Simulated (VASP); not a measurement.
# MnS (Fm-3m) in VASP: further runs

Aim: see how the results for MnS move with the level of theory and the settings. Levels: PBE, PBEsol. Tasks: equation of state.

Everything below comes from runs of VASP 6.6.1. Logs are shortened: lines on timing, memory, paths and dates and some standing lists are left out, and cuts for length are marked.

### Step 1. The crystal as given

The structure is cubic, space group Fm-3m (No. 225). Conventional cell: a = 5.209 Å, b = 5.209 Å, c = 5.209 Å, α = 90.00°, β = 90.00°, γ = 90.00°. Around Mn (site symmetry m-3m) lie 6 S at 2.60 Å. S (site symmetry m-3m) has 6 Mn at 2.60 Å as nearest neighbours.

### Step 2. Equation of state, PBE, collinear spin, ferromagnetic start, 16.61 Å³/atom (volume scaled by 0.94)

Input file INCAR:

```
PREC = Accurate
ENCUT = 520
EDIFF = 1E-7
ISMEAR = -1
SIGMA = 0.05
LREAL = F
LASPH = T
NELM = 150
ALGO = Normal
ISIF = 2
LWAVE = F
LCHARG = F
ISPIN = 2
MAGMOM = 4 0
LORBIT = 11
LMAXMIX = 4
GGA = PE
NBANDS = 20
```

Input file KPOINTS:

```
Automatic mesh
0
Gamma
  9 9 9
```

Input file POSCAR:

```
MnS
1.0
    0.0000000000      2.5513320201      2.5513320201
    2.5513320201      0.0000000000      2.5513320201
    2.5513320201      2.5513320201      0.0000000000
Mn S
1 1
Direct
    0.0000000000      0.0000000000      0.0000000000
    0.5000000000      0.5000000000      0.5000000000
```

Potentials or basis: VASP PAW PBE potentials, release 64 (Mn_pv, S).

On the command line:

```console
cat potpaw_PBE.64/Mn_pv/POTCAR potpaw_PBE.64/S/POTCAR > POTCAR
mpirun -np 1 vasp_std > vasp.out
```

OUTCAR:

```text
PREC = Accurate
   ENCUT = 520
   EDIFF = 1E-7
   ISMEAR = -1
   LREAL = F
   LASPH = T
   NELM = 150
   ISIF = 2
   ISPIN = 2
   LORBIT = 11
   GGA = PE

 ion  position               nearest neighbor table
   1  0.000  0.000  0.000-   2 2.55   2 2.55   2 2.55   2 2.55   2 2.55   2 2.55
   2  0.500  0.500  0.500-   1 2.55   1 2.55   1 2.55   1 2.55   1 2.55   1 2.55

  LATTYP: Found a face centered cubic cell.
 ALAT       =     5.1026640402

  Lattice vectors:

 A1 = (   0.0000000000,   2.5513320201,   2.5513320201)
 A2 = (   2.5513320201,   0.0000000000,   2.5513320201)
 A3 = (   2.5513320201,   2.5513320201,   0.0000000000)

Analysis of symmetry for initial positions (statically):
=====================================================================
 Subroutine PRICEL returns:
 Original cell was already a primitive cell.

 Routine SETGRP: Setting up the symmetry group for a
 face centered cubic supercell.

 Subroutine GETGRP returns: Found 48 space group operations
 (whereof 48 operations were pure point group operations)
 out of a pool of 48 trial point group operations.

The static configuration has the point symmetry O_h .

Analysis of symmetry for dynamics (positions and initial velocities):
=====================================================================
 Subroutine PRICEL returns:
 Original cell was already a primitive cell.

 Routine SETGRP: Setting up the symmetry group for a
 face centered cubic supercell.

 Subroutine GETGRP returns: Found 48 space group operations
 (whereof 48 operations were pure point group operations)
 out of a pool of 48 trial point group operations.

The dynamic configuration has the point symmetry O_h .

Analysis of structural, dynamic, and magnetic symmetry:
=====================================================================
 Subroutine PRICEL returns:
 Original cell was already a primitive cell.

 Routine SETGRP: Setting up the symmetry group for a
 face centered cubic supercell.

 Subroutine GETGRP returns: Found 48 space group operations
 (whereof 48 operations were pure point group operations)
 out of a pool of 48 trial point group operations.

The overall configuration has the point symmetry O_h .

 Subroutine INISYM returns: Found 48 space group operations
 (whereof 48 operations are pure point group operations),
 and found     1 'primitive' translations

----------------------------------------------------------------------------------------

[... 124 lines left out ...]
  Fermi-wavevector in a.u.,A,eV,Ry     =   1.358988  2.568116 25.127909  1.846849
  Thomas-Fermi vector in A             =   2.485775
   LORBIT       =     11    0 simple, 1 ext, 2 COOP (PROOUT), +10 PAW based schemes
   GGA     = PE    functional components
   LHFCALC =     F    Hartree Fock is set to
   AEXX    =    0.0000 exact exchange contribution
   IVDW    =     0    specifies the selected vdW correction
   LEPSILON=     F    determine dielectric tensor
   LRPA    =     F    only Hartree local field effects (RPA)
 spin polarized calculation
  energy-cutoff  :      520.00
  volume of cell :       33.21
 maximum number of plane-waves:       914
   NGX = 13   NGY = 13   NGZ = 13

 number of electron      19.0000008 magnetization       4.5443988

 Free energy of the ion-electron system (eV)
  ---------------------------------------------------
  ext. energy  EPLUGINS =         0.00000000
  ---------------------------------------------------
  free energy    TOTEN  =       -14.08586275 eV

  energy without entropy =      -14.07664339  energy(sigma->0) =      -14.08125307

 E-fermi :   7.3728     XC(G=0): -10.9558

 val. band max:        7.3360024423   @ k =   0.4444   0.2222   0.1111
 cond. band min:       7.3891891585   @ k =   0.2222   0.1111   0.0000
 fundamental gap:      0.0531867162
 Fermi energy:         7.3728087873

 spin component 1

 k-point     1 :       0.0000    0.0000    0.0000
  band No.  band energies     occupation
      1     -43.2645      1.00000
      2     -43.2645      1.00000
      3     -43.2645      1.00000
      4      -7.6762      1.00000
      5       3.9511      1.00000
      6       3.9511      1.00000
[... 781 lines left out ...]
      6       1.9000      1.00000
[... 12 lines left out ...]
     19      22.7077      0.00000
     20      24.2081      0.00000
 Fermi energy:         7.3728087873

 spin component 2

 k-point     1 :       0.0000    0.0000    0.0000
  band No.  band energies     occupation
      1     -38.8765      1.00000
      2     -38.8765      1.00000
      3     -38.8765      1.00000
      4      -7.3877      1.00000
      5       5.5951      1.00000
      6       5.5951      1.00000
[... 794 lines left out ...]
     19      23.3000      0.00000
     20      24.8346      0.00000

------------------------ aborting loop because EDIFF is reached ----------------------------------------

  FORCE on cell =-STRESS in cart. coord.  units (eV):
  Direction    XX          YY          ZZ          XY          YZ          ZX
  --------------------------------------------------------------------------------------
  -------------------------------------------------------------------------------------
  Total        0.0705422      0.0705422      0.0705422      0.0000000      0.0000000      0.0000000
  in kB        3.4027388      3.4027388      3.4027388      0.0000000      0.0000000      0.0000000
  external PRESSURE =       3.4027388 kB  Pullay stress =       0.0000000 kB

 VOLUME and BASIS-vectors are now :
 -----------------------------------------------------------------------------
  energy-cutoff  :      520.00
  volume of cell :       33.21
      direct lattice vectors                 reciprocal lattice vectors
     0.000000000  2.551332020  2.551332020    -0.195976061  0.195976061  0.195976061
     2.551332020  0.000000000  2.551332020     0.195976061 -0.195976061  0.195976061
     2.551332020  2.551332020  0.000000000     0.195976061  0.195976061 -0.195976061

 POSITION                                       TOTAL-FORCE (eV/Angst)
 -----------------------------------------------------------------------------------
      0.00000      0.00000      0.00000         0.000000      0.000000     -0.000000
      2.55133      2.55133      2.55133        -0.000000     -0.000000      0.000000
 -----------------------------------------------------------------------------------
    total drift:                               -0.000000      0.000000      0.000000

  FREE ENERGIE OF THE ION-ELECTRON SYSTEM (eV)
  ---------------------------------------------------
  free  energy   TOTEN  =       -14.0858627548 eV

  energy  without entropy=      -14.0766433932  energy(sigma->0) =      -14.08125307

 total charge

# of ion       s       p       d       tot
------------------------------------------
    1        0.226   6.182   4.959  11.367
    2        1.328   2.412   0.000   3.740
--------------------------------------------------
tot          1.554   8.593   4.959  15.106

 magnetization (x)

# of ion       s       p       d       tot
------------------------------------------
    1        0.053   0.042   4.039   4.133
    2        0.027   0.065   0.000   0.092
--------------------------------------------------
tot          0.080   0.107   4.039   4.225
```

OSZICAR:

```text
N       E                     dE             d eps       ncg     rms          rms(c)
DAV:   1     0.157295476205E+03    0.15730E+03   -0.10217E+04  2808   0.989E+02
DAV:   2    -0.740036677266E+01   -0.16470E+03   -0.15488E+03  2940   0.289E+02
DAV:   3    -0.151350635794E+02   -0.77347E+01   -0.76383E+01  3248   0.681E+01
DAV:   4    -0.152267390304E+02   -0.91675E-01   -0.91612E-01  3136   0.753E+00
DAV:   5    -0.152280266704E+02   -0.12876E-02   -0.12876E-02  3168   0.940E-01    0.121E+01
DAV:   6    -0.142036748822E+02    0.10244E+01   -0.56042E+00  3120   0.285E+01    0.111E+01
DAV:   7    -0.140864411601E+02    0.11723E+00   -0.81009E-01  3068   0.125E+01    0.627E+00
DAV:   8    -0.140903891761E+02   -0.39480E-02   -0.30963E-02  3088   0.148E+00    0.356E+00
DAV:   9    -0.140827012264E+02    0.76879E-02   -0.18855E-02  3020   0.128E+00    0.627E-01
DAV:  10    -0.140859461411E+02   -0.32449E-02   -0.42788E-03  2984   0.578E-01    0.199E-01
DAV:  11    -0.140857935020E+02    0.15264E-03   -0.61948E-04  3100   0.165E-01    0.120E-01
DAV:  12    -0.140858321842E+02   -0.38682E-04   -0.12418E-04  3132   0.865E-02    0.821E-02
DAV:  13    -0.140858546121E+02   -0.22428E-04   -0.11349E-05  2972   0.334E-02    0.528E-02
DAV:  14    -0.140858623171E+02   -0.77050E-05   -0.49416E-06  2952   0.184E-02    0.938E-03
DAV:  15    -0.140858627868E+02   -0.46962E-06   -0.64841E-07  3156   0.715E-03    0.313E-03
DAV:  16    -0.140858627548E+02    0.31933E-07   -0.65121E-08  1976   0.231E-03
   1 F= -.14085863E+02 E0= -.14081253E+02  d E =-.921936E-02  mag=     4.5442
```

stdout:

```text
POSCAR found type information on POSCAR MnS
 POSCAR found :  2 types and       2 ions
 scaLAPACK will be used
 LDA part: xc-table for (Slater+PW92), standard interpolation
 POSCAR, INCAR and KPOINTS ok, starting setup
 FFT: planning ... GRIDC
 FFT: planning ... GRID_SOFT
 FFT: planning ... GRID
 WAVECAR not read
 entering main loop
```

Run time: 38 s. Hardware: 1 thread of Intel Xeon Platinum 8488C (Sapphire Rapids), shared host; peak memory 0.18 GiB.

Results:

```yaml
Free_energy: -14.0859 eV
Pressure: 0.3 GPa
Band_gap_on_the_k_mesh: none (metal or under the smearing width)
Net_moment: 4.54 μB per cell
Site_moments: Mn +4.13; S +0.09 μB
Valence_electrons_inside_the_program's_atomic_spheres: Mn 11.37; S 3.74
```

Caveat: a cell with one magnetic atom can't hold antiferromagnetic order, which such compounds often take; semilocal functionals often make such compounds metallic where correlation or magnetic order opens a gap, which also shifts bond lengths.

### Step 3. Equation of state, PBE, collinear spin, ferromagnetic start, 16.96 Å³/atom (volume scaled by 0.96)

Input file INCAR:

```
SYSTEM = MnS
PREC     = Accurate       ! precision mode
ENCUT    = 520            ! plane-wave cutoff, eV
EDIFF    = 1E-7           ! SCF threshold, eV
ISMEAR   = -1             ! smearing method
SIGMA    = 0.05           ! smearing width, eV
LREAL    = .FALSE.        ! projectors in reciprocal space
LASPH    = .TRUE.         ! aspherical terms in the spheres
NELM     = 150            ! most SCF steps
ALGO     = Normal         ! electronic algorithm
ISIF     = 2              ! what is computed and relaxed
LWAVE    = .FALSE.        ! write WAVECAR
LCHARG   = .FALSE.        ! write CHGCAR
ISPIN    = 2              ! spin polarisation
MAGMOM   = 4 0            ! initial moments
LORBIT   = 11             ! projections on sites
LMAXMIX  = 4              ! l up to which the mixer works
GGA      = PE             ! functional
NBANDS   = 20             ! bands
```

Input file KPOINTS:

```
Automatic mesh
0
G
  9 9 9
  0 0 0
```

Input file POSCAR:

```
MnS
1.0
    0.0000000000      2.5692997390      2.5692997390
    2.5692997390      0.0000000000      2.5692997390
    2.5692997390      2.5692997390      0.0000000000
Mn S
1 1
Direct
    0.0000000000      0.0000000000      0.0000000000
    0.5000000000      0.5000000000      0.5000000000
```

Potentials or basis: VASP PAW PBE potentials, release 64 (Mn_pv, S).

On the command line:

```console
cat potpaw_PBE.64/Mn_pv/POTCAR potpaw_PBE.64/S/POTCAR > POTCAR
mpirun -np 1 vasp_std > vasp.out
```

It took 60 s on 1 thread of Intel Xeon Platinum 8488C (Sapphire Rapids), shared host; peak memory 0.18 GiB.

The run converged. Its results:

| Quantity | Value |
| --- | --- |
| Free energy | -14.0853 eV |
| Pressure | -0.7 GPa |
| Band gap on the k mesh | none (metal or under the smearing width) |
| Net moment | 4.61 μB per cell |
| Site moments | Mn +4.18; S +0.10 μB |
| Valence electrons inside the program's atomic spheres | Mn 11.34; S 3.74 |

Caveat: a cell with one magnetic atom can't hold antiferromagnetic order, which such compounds often take; semilocal functionals often make such compounds metallic where correlation or magnetic order opens a gap, which also shifts bond lengths.

### Step 4. Equation of state, PBE, collinear spin, ferromagnetic start, 17.31 Å³/atom (volume scaled by 0.98)

INCAR is that of step 3.

Input file KPOINTS:

```
regular mesh
0
G
  9 9 9
  0 0 0
```

Input file POSCAR:

```
MnS
1.0
    0.0000000000      2.5870196075      2.5870196075
    2.5870196075      0.0000000000      2.5870196075
    2.5870196075      2.5870196075      0.0000000000
Mn S
1 1
Direct
    0.0000000000      0.0000000000      0.0000000000
    0.5000000000      0.5000000000      0.5000000000
```

On the command line:

```console
cat potpaw_PBE.64/Mn_pv/POTCAR potpaw_PBE.64/S/POTCAR > POTCAR
mpirun -np 1 vasp_std > vasp.out
```

Run time: 53 s. Hardware: 1 thread of Intel Xeon Platinum 8488C (Sapphire Rapids), shared host; peak memory 0.18 GiB.

The run converged. Its results:

```
Free energy                                           : -14.0800 eV
Pressure                                              : -1.8 GPa
Band gap on the k mesh                                : none (metal or under the smearing width)
Net moment                                            : 4.67 μB per cell
Site moments                                          : Mn +4.22; S +0.10 μB
Valence electrons inside the program's atomic spheres : Mn 11.32; S 3.73
```

Caveat: a cell with one magnetic atom can't hold antiferromagnetic order, which such compounds often take; semilocal functionals often make such compounds metallic where correlation or magnetic order opens a gap, which also shifts bond lengths.

### Step 5. Equation of state, PBE, collinear spin, ferromagnetic start, 18.02 Å³/atom (volume scaled by 1.02)

Input file INCAR:

```
SYSTEM = MnS
ALGO = Normal ; EDIFF = 1E-7
ENCUT = 520 ; GGA = PE
ISIF = 2 ; ISMEAR = -1
ISPIN = 2 ; LASPH = .TRUE.
LCHARG = .FALSE. ; LMAXMIX = 4
LORBIT = 11 ; LREAL = .FALSE.
LWAVE = .FALSE. ; MAGMOM = 4 0
NBANDS = 20 ; NELM = 120
PREC = Accurate ; SIGMA = 0.05
```

Input file KPOINTS:

```
k-points
0
G
  9 9 9
  0 0 0
```

Input file POSCAR:

```
MnS
1.0
    0.0000000000      2.6217488470      2.6217488470
    2.6217488470      0.0000000000      2.6217488470
    2.6217488470      2.6217488470      0.0000000000
Mn S
1 1
Direct
    0.0000000000      0.0000000000      0.0000000000
    0.5000000000      0.5000000000      0.5000000000
```

On the command line:

```console
cat potpaw_PBE.64/Mn_pv/POTCAR potpaw_PBE.64/S/POTCAR > POTCAR
mpirun -np 1 vasp_std > vasp.out
```

Wall time 49 s (1 thread of Intel Xeon Platinum 8488C (Sapphire Rapids), shared host); peak memory 0.18 GiB.

The run converged. Its results:

* Free energy: -14.0551 eV
* Pressure: -3.9 GPa
* Band gap on the k mesh: none (metal or under the smearing width)
* Net moment: 4.76 μB per cell
* Site moments: Mn +4.29; S +0.11 μB
* Valence electrons inside the program's atomic spheres: Mn 11.29; S 3.72

Caveat: a cell with one magnetic atom can't hold antiferromagnetic order, which such compounds often take; semilocal functionals often make such compounds metallic where correlation or magnetic order opens a gap, which also shifts bond lengths.

### Step 6. Equation of state, PBE, collinear spin, ferromagnetic start, 18.37 Å³/atom (volume scaled by 1.04)

Input file INCAR:

```
SYSTEM = MnS
PREC     = Accurate       ! precision mode
ENCUT    = 520            ! plane-wave cutoff, eV
EDIFF    = 1E-7           ! SCF threshold, eV
ISMEAR   = -1             ! smearing method
SIGMA    = 0.05           ! smearing width, eV
LREAL    = .FALSE.        ! projectors in reciprocal space
LASPH    = .TRUE.         ! aspherical terms in the spheres
NELM     = 100            ! most SCF steps
ALGO     = Normal         ! electronic algorithm
ISIF     = 2              ! what is computed and relaxed
LWAVE    = .FALSE.        ! write WAVECAR
LCHARG   = .FALSE.        ! write CHGCAR
ISPIN    = 2              ! spin polarisation
MAGMOM   = 4 0            ! initial moments
LORBIT   = 11             ! projections on sites
LMAXMIX  = 4              ! l up to which the mixer works
GGA      = PE             ! functional
NBANDS   = 20             ! bands
```

Input file KPOINTS:

```
regular mesh
0
G
  9 9 9
  0 0 0
```

Input file POSCAR:

```
MnS
1.0
    0.0000000000      2.6387736672      2.6387736672
    2.6387736672      0.0000000000      2.6387736672
    2.6387736672      2.6387736672      0.0000000000
Mn S
1 1
Direct
    0.0000000000      0.0000000000      0.0000000000
    0.5000000000      0.5000000000      0.5000000000
```

Potentials or basis: VASP PAW PBE potentials, release 64 (Mn_pv, S).

On the command line:

```console
cat potpaw_PBE.64/Mn_pv/POTCAR potpaw_PBE.64/S/POTCAR > POTCAR
mpirun -np 1 vasp_std > vasp.out
```

Run time: 41 s. Hardware: 1 thread of Intel Xeon Platinum 8488C (Sapphire Rapids), shared host; peak memory 0.18 GiB.

Results (log left out):

- Free energy: -14.0363 eV
- Pressure: -4.8 GPa
- Band gap on the k mesh: none (metal or under the smearing width)
- Net moment: 4.80 μB per cell
- Site moments: Mn +4.32; S +0.11 μB
- Valence electrons inside the program's atomic spheres: Mn 11.27; S 3.72

Caveat: a cell with one magnetic atom can't hold antiferromagnetic order, which such compounds often take; semilocal functionals often make such compounds metallic where correlation or magnetic order opens a gap, which also shifts bond lengths.

### Step 7. Equation of state, PBE, collinear spin, ferromagnetic start, 18.73 Å³/atom (volume scaled by 1.06)

Input file INCAR:

```
SYSTEM = MnS
  PREC = Accurate
  ENCUT = 520
  EDIFF = 1E-7
  ISMEAR = -1
  SIGMA = 0.05
  LREAL = .False.
  LASPH = .True.
  NELM = 120
  ALGO = Normal
  ISIF = 2
  LWAVE = .False.
  LCHARG = .False.
  ISPIN = 2
  MAGMOM = 4 0
  LORBIT = 11
  LMAXMIX = 4
  GGA = PE
  NBANDS = 20
```

Input file KPOINTS:

```
Automatic mesh
0
Gamma
  9 9 9
  0 0 0
```

Input file POSCAR:

```
MnS
1.0
    0.0000000000      2.6555815960      2.6555815960
    2.6555815960      0.0000000000      2.6555815960
    2.6555815960      2.6555815960      0.0000000000
Mn S
1 1
Direct
    0.0000000000      0.0000000000      0.0000000000
    0.5000000000      0.5000000000      0.5000000000
```

On the command line:

```console
cat potpaw_PBE.64/Mn_pv/POTCAR potpaw_PBE.64/S/POTCAR > POTCAR
mpirun -np 1 vasp_std > vasp.out
```

Wall time 51 s (1 thread of Intel Xeon Platinum 8488C (Sapphire Rapids), shared host); peak memory 0.18 GiB.

It converged, with:

- Free energy: -14.0136 eV
- Pressure: -5.6 GPa
- Band gap on the k mesh: none (metal or under the smearing width)
- Net moment: 4.83 μB per cell
- Site moments: Mn +4.35; S +0.11 μB
- Valence electrons inside the program's atomic spheres: Mn 11.26; S 3.71

Caveat: a cell with one magnetic atom can't hold antiferromagnetic order, which such compounds often take; semilocal functionals often make such compounds metallic where correlation or magnetic order opens a gap, which also shifts bond lengths.

### Step 8. Equation of state, PBE, collinear spin, ferromagnetic start

Potentials or basis: VASP PAW PBE potentials, release 64 (Mn_pv, S).

No new run: the results of the series are fitted here.

Results:

```
Equilibrium volume : 16.76 Å³/atom (rough: see the caveat)
Bulk modulus       : 56 GPa (rough)
```

Energy against volume, from the lowest point:
```csv
volume (Å³/atom),energy (meV/atom)
16.607,0.00
16.961,0.26
17.314,2.92
17.667,8.01
18.021,15.37
18.374,24.78
18.727,36.12
```

Caveat: the fit is doubtful: noisy points or a state that changes with volume.

[end of part 1 of 2]
